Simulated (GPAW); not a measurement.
InPd, 2 atoms in the cell. Symmetry: Pm-3m, No. 221, cubic system. The conventional cell has a = 3.272 Å, b = 3.272 Å, c = 3.272 Å, α = 90.00°, β = 90.00°, γ = 90.00°. In (site symmetry m-3m) has 8 Pd at 2.83 Å as nearest neighbours. Pd (site symmetry m-3m) has 8 In at 2.83 Å as nearest neighbours. The cell comes from a database or a generator and needn't be the stable form of this composition.

```yaml
Program: GPAW 26.7.0
Task: equation of state
Functional: LDA
Potentials_or_basis: the program's PAW data sets (release 1.2.1) made for this functional
Cutoff: 600 eV
Basis: pw
k_mesh: 8 × 8 × 8
Occupations: fermi-dirac, width 0.05 eV
Spin: no spin polarisation
Maxiter: 150
Eos_scales: "[0.94, 0.96, 0.98, 1.0, 1.02, 1.04, 1.06]"
```

Potentials or basis: the program's PAW data sets (release 1.2.1) made for this functional, pw.

The run is started by

```bash
$ OMP_NUM_THREADS=1 python run.py
```

Hardware: 1 thread of Arm Neoverse V1, on a shared host.

**Question.** How long does it take, and how much memory?

**Answer.** Wall time 120 s on 1 thread of Arm Neoverse V1, with other jobs on the host, peak memory 0.28 GiB. Counts: scf iterations 70, plane waves 1110, bands 26, k points 35.
